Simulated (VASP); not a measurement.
A run of VASP 6.6.1 is set up as follows.

Contents of INCAR:

```
SYSTEM = Te2Mo
  PREC = Accurate
  ENCUT = 600
  EDIFF = 1E-6
  ISMEAR = -1
  SIGMA = 0.05
  LREAL = .FALSE.
  LASPH = .TRUE.
  NELM = 80
  ALGO = Fast
  ISIF = 3
  LWAVE = .FALSE.
  LCHARG = .FALSE.
  GGA = PE
  IBRION = 2
  NSW = 60
  EDIFFG = -0.01
```

The input KPOINTS:

```
Automatic mesh
0
G
  9 9 2
  0 0 0
```

Contents of POSCAR:

```
Te2Mo
1.0
    3.5182000000      0.0000000000      0.0000000000
   -1.7591000000      3.0468505756      0.0000000000
    0.0000000000      0.0000000000     13.9736000000
Te Mo
4 2
Direct
    0.6666666667      0.3333333333      0.3790000000
    0.3333333333      0.6666666667      0.8790000000
    0.6666666667      0.3333333333      0.1210000000
    0.3333333333      0.6666666667      0.6210000000
    0.6666666667      0.3333333333      0.7500000000
    0.3333333333      0.6666666667      0.2500000000
```

Potentials or basis: VASP PAW PBE potentials, release 54 (Te, Mo_sv).

Launch:

```sh
$ cat potpaw_PBE.54/Te/POTCAR potpaw_PBE.54/Mo_sv/POTCAR > POTCAR
$ mpirun -np 1 vasp_std > vasp.out
```

Problem. Predict the relaxed volume.

Solution. 27.46 Å³/atom.

Problem. Estimate the space group after relaxing (to 0.05 Å).

Solution. P6_3/mmc (No. 194).

Problem. Predict the band gap on the k mesh.

Solution. 1.01 eV, indirect (least direct gap 1.03 eV).

Problem. Predict the relaxed cell.

Solution. a = 3.554 Å, b = 3.554 Å, c = 15.062 Å, α = 90.00°, β = 90.00°, γ = 120.00°.

Final structure:
```xyz
6
Lattice="3.5542 0.0000 0.0000 -1.7771 3.0781 0.0000 0.0000 0.0000 15.0623" Properties=species:S:1:pos:R:3 pbc="T T T"
Te    1.7771    1.0260    5.5759
Te    0.0000    2.0520   13.1070
Te    1.7771    1.0260    1.9553
Te    0.0000    2.0520    9.4864
Mo    1.7771    1.0260   11.2967
Mo    0.0000    2.0520    3.7656
```

Caveat: spin-orbit coupling is left out, which moves the levels of the heavy elements; an odd mesh through Γ misses points on the zone boundary, where band edges often lie; this functional lacks dispersion, which binds the layers, so the pressure and a relaxed spacing across them are unreliable; the volume moved by +10 % from the deposited cell, more than functionals usually miss.
